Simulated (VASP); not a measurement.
# TlCl (Pm-3m) in VASP: single point with r2SCAN

Aim: the single point of TlCl with r2SCAN.

All numbers are computed with VASP 6.6.1; they aren't measurements. Logs are shortened: lines on timing, memory, paths and dates and some standing lists are left out, and cuts for length are marked.

### 1 Starting point

Symmetry: Pm-3m, No. 221, cubic system. Conventional cell: a = 3.779 Å, b = 3.779 Å, c = 3.779 Å, α = 90.00°, β = 90.00°, γ = 90.00°. Tl (site symmetry m-3m) has 8 Cl at 3.27 Å as nearest neighbours. Cl (site symmetry m-3m) has 8 Tl at 3.27 Å as nearest neighbours.

### 2 Single point, r2SCAN

POSCAR reads:

```
TlCl
1.0
    3.7791129400      0.0000000000      0.0000000000
    0.0000000000      3.7791129400      0.0000000000
    0.0000000000      0.0000000000      3.7791129400
Tl Cl
1 1
Direct
    0.0000000000      0.0000000000      0.0000000000
    0.5000000000      0.5000000000      0.5000000000
```

INCAR.step1 reads:

```
SYSTEM = TlCl
  PREC = Accurate
  ENCUT = 520
  ISMEAR = -1
  SIGMA = 0.1
  LREAL = .FALSE.
  LASPH = .TRUE.
  NELM = 80
  NBANDS = 17
  GGA = PE
  ALGO = Normal
  EDIFF = 1E-4
  LWAVE = .TRUE.
  LCHARG = .FALSE.
```

INCAR.step2 reads:

```
SYSTEM = TlCl
  PREC = Accurate
  ENCUT = 520
  EDIFF = 1E-6
  ISMEAR = -1
  SIGMA = 0.1
  LREAL = .FALSE.
  LASPH = .TRUE.
  NELM = 80
  ALGO = Normal
  ISIF = 2
  LWAVE = .FALSE.
  LCHARG = .TRUE.
  METAGGA = R2SCAN
  LMIXTAU = .TRUE.
  LELF = .TRUE.
  LVHAR = .TRUE.
  NBANDS = 17
  ISTART = 1
```

KPOINTS reads:

```
regular mesh
0
G
  7 7 7
  0 0 0
```

Potentials or basis: VASP PAW PBE potentials, release 64 (Tl_d, Cl).

Run with:

```console
cat potpaw_PBE.64/Tl_d/POTCAR potpaw_PBE.64/Cl/POTCAR > POTCAR
cp INCAR.step1 INCAR
mpirun -np 1 vasp_std > vasp.out
cp INCAR.step2 INCAR
mpirun -np 1 vasp_std > vasp.out
```

OUTCAR:

```text
SYSTEM = TlCl
   PREC = Accurate
   ENCUT = 520
   EDIFF = 1E-6
   ISMEAR = -1
   LREAL = .FALSE.
   LASPH = .TRUE.
   NELM = 80
   ISIF = 2
   METAGGA = R2SCAN
   ISTART = 1

 ion  position               nearest neighbor table
   1  0.000  0.000  0.000-   2 3.27   2 3.27   2 3.27   2 3.27   2 3.27   2 3.27   2 3.27   2 3.27

   2  0.500  0.500  0.500-   1 3.27   1 3.27   1 3.27   1 3.27   1 3.27   1 3.27   1 3.27   1 3.27

  LATTYP: Found a simple cubic cell.
 ALAT       =     3.7791129400

  Lattice vectors:

 A1 = (   3.7791129400,   0.0000000000,   0.0000000000)
 A2 = (   0.0000000000,   3.7791129400,   0.0000000000)
 A3 = (   0.0000000000,   0.0000000000,   3.7791129400)

Analysis of symmetry for initial positions (statically):
=====================================================================
 Subroutine PRICEL returns:
 Original cell was already a primitive cell.

 Routine SETGRP: Setting up the symmetry group for a
 simple cubic supercell.

 Subroutine GETGRP returns: Found 48 space group operations
 (whereof 48 operations were pure point group operations)
 out of a pool of 48 trial point group operations.

The static configuration has the point symmetry O_h .

Analysis of symmetry for dynamics (positions and initial velocities):
=====================================================================
 Subroutine PRICEL returns:
 Original cell was already a primitive cell.

 Routine SETGRP: Setting up the symmetry group for a
 simple cubic supercell.

 Subroutine GETGRP returns: Found 48 space group operations
 (whereof 48 operations were pure point group operations)
 out of a pool of 48 trial point group operations.

The dynamic configuration has the point symmetry O_h .

 Subroutine INISYM returns: Found 48 space group operations
 (whereof 48 operations are pure point group operations),
 and found     1 'primitive' translations

----------------------------------------------------------------------------------------

                                     Primitive cell

  volume of cell :      53.9721

  direct lattice vectors                    reciprocal lattice vectors
     3.779112940  0.000000000  0.000000000     0.264612362  0.000000000  0.000000000
     0.000000000  3.779112940  0.000000000     0.000000000  0.264612362  0.000000000
     0.000000000  0.000000000  3.779112940     0.000000000  0.000000000  0.264612362

  length of vectors
     3.779112940  3.779112940  3.779112940     0.264612362  0.264612362  0.264612362

  position of ions in fractional coordinates (direct lattice)
     0.000000000  0.000000000  0.000000000
     0.500000000  0.500000000  0.500000000

  ion indices of the primitive-cell ions
   primitive index   ion index
                 1           1
                 2           2

----------------------------------------------------------------------------------------

 KPOINTS: regular mesh

Automatic generation of k-mesh.
 Grid dimensions read from file:
 generate k-points for:    7    7    7

 Generating k-lattice:

  Cartesian coordinates                     Fractional coordinates (reciprocal lattice)
     0.037801766  0.000000000  0.000000000     0.142857143  0.000000000  0.000000000
     0.000000000  0.037801766  0.000000000     0.000000000  0.142857143  0.000000000
     0.000000000  0.000000000  0.037801766     0.000000000  0.000000000  0.142857143

  Length of vectors
     0.037801766  0.037801766  0.037801766

  Shift w.r.t. Gamma in fractional coordinates (k-lattice)
     0.000000000  0.000000000  0.000000000

 Subroutine IBZKPT returns following result:
 ===========================================

 Found     20 irreducible k-points:

 Following reciprocal coordinates:
            Coordinates               Weight
  0.000000  0.000000  0.000000      1.000000
  0.142857  0.000000  0.000000      6.000000
  0.285714  0.000000  0.000000      6.000000
  0.428571  0.000000  0.000000      6.000000
  0.142857  0.142857  0.000000     12.000000
  0.285714  0.142857  0.000000     24.000000
[... 12 lines left out ...]
  0.428571  0.428571  0.285714     24.000000
  0.428571  0.428571  0.428571      8.000000
   k-points           NKPTS =     20   k-points in BZ     NKDIM =     20   number of bands    NBANDS=     17
   number of dos      NEDOS =    301   number of ions     NIONS =      2
   total plane-waves  NPLWV =  21952
   dimension x,y,z NGX =    28 NGY =   28 NGZ =   28
   dimension x,y,z NGXF=    56 NGYF=   56 NGZF=   56
   ions per type =               1   1
   NGX,Y,Z   is equivalent  to a cutoff of  12.32, 12.32, 12.32 a.u.
   NGXF,Y,Z  is equivalent  to a cutoff of  24.63, 24.63, 24.63 a.u.
 SYSTEM =  TlCl
   PREC   = accura    normal or accurate (medium, high low for compatibility)
   ISTART =      1    job   : 0-new  1-cont  2-samecut
   ICHARG =      0    charge: 1-file 2-atom 10-const
   ISPIN  =      1    spin polarized calculation?
   LNONCOLLINEAR =      F non collinear calculations
   LSORBIT =      F    spin-orbit coupling
   LASPH  =      T    aspherical Exc in radial PAW
   ENCUT  =  520.0 eV  38.22 Ry    6.18 a.u.   7.03  7.03  7.03*2*pi/ulx,y,z
   NELM   =     80;   NELMIN=  2; NELMDL=  0     # of ELM steps
   EDIFF  = 0.1E-05   stopping-criterion for ELM
   LREAL  =      F    real-space projection
   EDIFFG = 0.1E-04   stopping-criterion for IOM
   NSW    =      0    number of steps for IOM
   IBRION =     -1    ionic relax: 0-MD 1-quasi-New 2-CG
   NFREE  =      0    steps in history (QN), initial steepest desc. (CG)
   ISIF   =      2    stress and relaxation
   ISYM   =      2    0-nonsym 1-usesym 2-fastsym
   POTIM  = 0.5000    time-step for ionic-motion
   TEBEG  =    0.0;   TEEND  =   0.0 temperature during run
   PSTRESS=    0.0 pullay stress
   NELECT =      20.0000    total number of electrons
   NUPDOWN=      -1.0000    fix difference up-down
   EMIN   =  10.00;   EMAX   =-10.00  energy-range for DOS
   EFERMI =   0.00;   METHOD = LEGACY
   ISMEAR =    -1;   SIGMA  =   0.10  broadening in eV -4-tet -1-fermi 0-gaus
   EFERMI_NEDOS =   21; number of points for ismear=-14 and -15
   IALGO  =     38    algorithm
   IMIX   =      4    mixing-type and parameters
     AMIX     =   0.40;   BMIX     =  1.00
     AMIX_MAG =   1.60;   BMIX_MAG =  1.00
  volume/ion in A,a.u.               =      26.99       182.11
  Fermi-wavevector in a.u.,A,eV,Ry     =   1.175876  2.222084 18.812571  1.382685
  Thomas-Fermi vector in A             =   2.312250
   LORBIT       =      0    0 simple, 1 ext, 2 COOP (PROOUT), +10 PAW based schemes
   METAGGA = R2SCAN    functional components
   LHFCALC =     F    Hartree Fock is set to
   AEXX    =    0.0000 exact exchange contribution
   IVDW    =     0    specifies the selected vdW correction
   LEPSILON=     F    determine dielectric tensor
   LRPA    =     F    only Hartree local field effects (RPA)
 non-spin polarized calculation
  energy-cutoff  :      520.00
  volume of cell :       53.97
 maximum number of plane-waves:      1467
   NGX = 15   NGY = 15   NGZ = 15

 number of electron      20.0000005 magnetization

 Free energy of the ion-electron system (eV)
  ---------------------------------------------------
  ext. energy  EPLUGINS =         0.00000000
  ---------------------------------------------------
  free energy    TOTEN  =       -61.53800210 eV

  energy without entropy =      -61.53800201  energy(sigma->0) =      -61.53800205

 E-fermi :   4.2168     XC(G=0):  -9.8516

 val. band max:        2.7540951023   @ k =   0.4286   0.0000   0.0000
 cond. band min:       5.6358950653   @ k =   0.4286   0.0000   0.0000
 fundamental gap:      2.8817999630
 Fermi energy:         4.2167830758

 k-point     1 :       0.0000    0.0000    0.0000
  band No.  band energies     occupation
      1     -11.7702      2.00000
      2      -7.4541      2.00000
      3      -7.4541      2.00000
      4      -7.1713      2.00000
      5      -7.1713      2.00000
      6      -7.1713      2.00000
[... 9 lines left out ...]
     16      16.7146      0.00000
     17      17.8814      0.00000

 k-point     2 :       0.1429    0.0000    0.0000
  band No.  band energies     occupation
      1     -11.7193      2.00000
      2      -7.4509      2.00000
      3      -7.4165      2.00000
      4      -7.1894      2.00000
      5      -7.1894      2.00000
      6      -7.1697      2.00000
[... 9 lines left out ...]
     16      17.7472      0.00000
     17      17.7517      0.00000

 k-point     3 :       0.2857    0.0000    0.0000
  band No.  band energies     occupation
      1     -11.6001      2.00000
      2      -7.4439      2.00000
      3      -7.3353      2.00000
      4      -7.2295      2.00000
      5      -7.2295      2.00000
      6      -7.1660      2.00000
[... 9 lines left out ...]
     16      16.5413      0.00000
     17      17.8293      0.00000

 k-point     4 :       0.4286    0.0000    0.0000
  band No.  band energies     occupation
      1     -11.4990      2.00000
      2      -7.4382      2.00000
      3      -7.2747      2.00000
      4      -7.2611      2.00000
      5      -7.2611      2.00000
      6      -7.1630      2.00000
[... 9 lines left out ...]
     16      17.1174      0.00000
     17      17.7992      0.00000

 k-point     5 :       0.1429    0.1429    0.0000
  band No.  band energies     occupation
      1     -11.6731      2.00000
      2      -7.4313      2.00000
      3      -7.3943      2.00000
      4      -7.2028      2.00000
      5      -7.1903      2.00000
      6      -7.1838      2.00000
[... 9 lines left out ...]
     16      16.4829      0.00000
     17      16.8080      0.00000

 k-point     6 :       0.2857    0.1429    0.0000
  band No.  band energies     occupation
      1     -11.5652      2.00000
      2      -7.4183      2.00000
      3      -7.3157      2.00000
      4      -7.2308      2.00000
      5      -7.2260      2.00000
      6      -7.1814      2.00000
[... 9 lines left out ...]
     16      16.2837      0.00000
     17      16.5114      0.00000

 k-point     7 :       0.4286    0.1429    0.0000
  band No.  band energies     occupation
      1     -11.4746      2.00000
      2      -7.4116      2.00000
      3      -7.2561      2.00000
      4      -7.2549      2.00000
      5      -7.2489      2.00000
      6      -7.1775      2.00000
[... 9 lines left out ...]
     16      16.7600      0.00000
     17      17.1539      0.00000

 k-point     8 :       0.2857    0.2857    0.0000
  band No.  band energies     occupation
      1     -11.4852      2.00000
      2      -7.3848      2.00000
      3      -7.2488      2.00000
      4      -7.2302      2.00000
      5      -7.2218      2.00000
      6      -7.2120      2.00000
[... 9 lines left out ...]
     16      15.6575      0.00000
     17      16.1410      0.00000
[... 123 lines left out ...]
      1     -11.3861      2.00000
      2      -7.3265      2.00000
      3      -7.2884      2.00000
      4      -7.2367      2.00000
      5      -7.2063      2.00000
      6      -7.1791      2.00000
[... 9 lines left out ...]
     16      15.4690      0.00000
     17      17.9350      0.00000

 k-point    16 :       0.4286    0.4286    0.1429
  band No.  band energies     occupation
      1     -11.3358      2.00000
      2      -7.3032      2.00000
      3      -7.2739      2.00000
      4      -7.2629      2.00000
      5      -7.2155      2.00000
      6      -7.1177      2.00000
[... 9 lines left out ...]
     16      15.3970      0.00000
     17      17.8565      0.00000

 k-point    17 :       0.2857    0.2857    0.2857
  band No.  band energies     occupation
      1     -11.3741      2.00000
      2      -7.2920      2.00000
      3      -7.2920      2.00000
      4      -7.2382      2.00000
      5      -7.2382      2.00000
      6      -7.2009      2.00000
[... 9 lines left out ...]
     16      15.0391      0.00000
     17      19.3662      0.00000

 k-point    18 :       0.4286    0.2857    0.2857
  band No.  band energies     occupation
      1     -11.3099      2.00000
      2      -7.3315      2.00000
      3      -7.2881      2.00000
      4      -7.2360      2.00000
      5      -7.2256      2.00000
      6      -7.1614      2.00000
[... 9 lines left out ...]
     16      15.5838      0.00000
     17      19.6066      0.00000

 k-point    19 :       0.4286    0.4286    0.2857
  band No.  band energies     occupation
      1     -11.2465      2.00000
      2      -7.3383      2.00000
      3      -7.3243      2.00000
      4      -7.2734      2.00000
      5      -7.1974      2.00000
      6      -7.1151      2.00000
[... 9 lines left out ...]
     16      15.9975      0.00000
     17      20.2076      0.00000

 k-point    20 :       0.4286    0.4286    0.4286
  band No.  band energies     occupation
      1     -11.1713      2.00000
      2      -7.3717      2.00000
      3      -7.3717      2.00000
      4      -7.3411      2.00000
      5      -7.1132      2.00000
      6      -7.1132      2.00000
[... 9 lines left out ...]
     16      16.4616      0.00000
     17      20.9757      0.00000

------------------------ aborting loop because EDIFF is reached ----------------------------------------

  FORCE on cell =-STRESS in cart. coord.  units (eV):
  Direction    XX          YY          ZZ          XY          YZ          ZX
  --------------------------------------------------------------------------------------
  -------------------------------------------------------------------------------------
  Total        0.4698545      0.4698545      0.4698545      0.0000000      0.0000000     -0.0000000
  in kB       13.9477577     13.9477577     13.9477577      0.0000000      0.0000000     -0.0000000
  external PRESSURE =      13.9477577 kB  Pullay stress =       0.0000000 kB

 VOLUME and BASIS-vectors are now :
 -----------------------------------------------------------------------------
  energy-cutoff  :      520.00
  volume of cell :       53.97
      direct lattice vectors                 reciprocal lattice vectors
     3.779112940  0.000000000  0.000000000     0.264612362  0.000000000  0.000000000
     0.000000000  3.779112940  0.000000000     0.000000000  0.264612362  0.000000000
     0.000000000  0.000000000  3.779112940     0.000000000  0.000000000  0.264612362

 POSITION                                       TOTAL-FORCE (eV/Angst)
 -----------------------------------------------------------------------------------
      0.00000      0.00000      0.00000         0.000000      0.000000      0.000000
      1.88956      1.88956      1.88956         0.000000      0.000000      0.000000
 -----------------------------------------------------------------------------------
    total drift:                               -0.000000      0.000000      0.000000

  FREE ENERGIE OF THE ION-ELECTRON SYSTEM (eV)
  ---------------------------------------------------
  free  energy   TOTEN  =       -61.5380020963 eV

  energy  without entropy=      -61.5380020052  energy(sigma->0) =      -61.53800205
```

It took 36 s on 1 thread of Intel Xeon Platinum 8488C (Sapphire Rapids), shared host; peak memory 0.17 GiB.

Results:

* Free energy: -61.5380 eV
* Pressure: 1.4 GPa
* Band gap on the k mesh: 2.88 eV, direct

Caveat: the PAW data sets were made with another functional, which shifts forces and pressure a little; spin-orbit coupling is left out, which as a rule narrows the gap of such compounds by several tenths of an eV; an odd mesh through Γ misses points on the zone boundary, where band edges often lie. r2SCAN opens gaps a little over a GGA but as a rule still falls short of measured ones.
